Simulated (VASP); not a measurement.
Crystal: TiO2 (Anatase).

```
Ti O
1.0
    -1.89210    1.89210    4.75730
     1.89210   -1.89210    4.75730
     1.89210    1.89210   -4.75730
Ti O
2 4
Direct
  0.00000 0.00000 0.00000
  0.75000 0.25000 0.50000
  0.20810 0.20810 0.00000
  0.95810 0.45810 0.50000
  0.54190 0.04190 0.50000
  0.79190 0.79190 0.00000
```

```yaml
Program: VASP 6.6.1
Task: relaxation of cell and atoms
Functional: PBE
Potentials_or_basis: VASP PAW PBE potentials, release 64 (Ti_sv, O)
Cutoff: 600 eV
k_mesh: 10 × 10 × 10
Occupations: gaussian, width 0.03 eV
Spin: no spin polarisation
```

At the start: pressure 5.7 GPa; volume 11.35 Å³/atom.

Where does the relaxation end?

Over 10 steps the energy falls by 5.7 meV/atom and the volume is 11.69 Å³/atom (+3.0 %); space group I4_1/amd (No. 141, to 0.05 Å).

Step by step:
| step | energy change (eV) | largest force (eV/Å) | pressure (GPa) | volume (Å³) |
| --- | --- | --- | --- | --- |
| 1 | 0.0000 | 0.1231 | 5.69 | 68.13 |
| 2 | 0.0193 | 0.3205 | -6.32 | 72.18 |
| 3 | -0.0307 | 0.0862 | 0.04 | 69.86 |
| 4 | -0.0307 | 0.0821 | 0.11 | 69.83 |
| 5 | -0.0317 | 0.0438 | 0.12 | 69.91 |
| 6 | -0.0323 | 0.0071 | 0.05 | 70.01 |
| 7 | -0.0330 | 0.0001 | -0.08 | 70.08 |
| 8 | -0.0339 | 0.0215 | -0.45 | 70.27 |
| 9 | -0.0341 | 0.0026 | 0.30 | 70.06 |
| 10 | -0.0342 | 0.0066 | 0.03 | 70.14 |

Final structure:
```xyz
6
Lattice="-1.9008 1.9008 4.8529 1.9008 -1.9008 4.8529 1.9008 1.9008 -4.8529" Properties=species:S:1:pos:R:3 pbc="T T T"
Ti    0.0000    0.0000    0.0000
Ti    0.0000    1.9008    2.4264
O     0.0000    0.0000    2.0049
O     0.0000    1.9008    4.4313
O     0.0000    1.9008    0.4215
O     0.0000    0.0000    7.7009
```
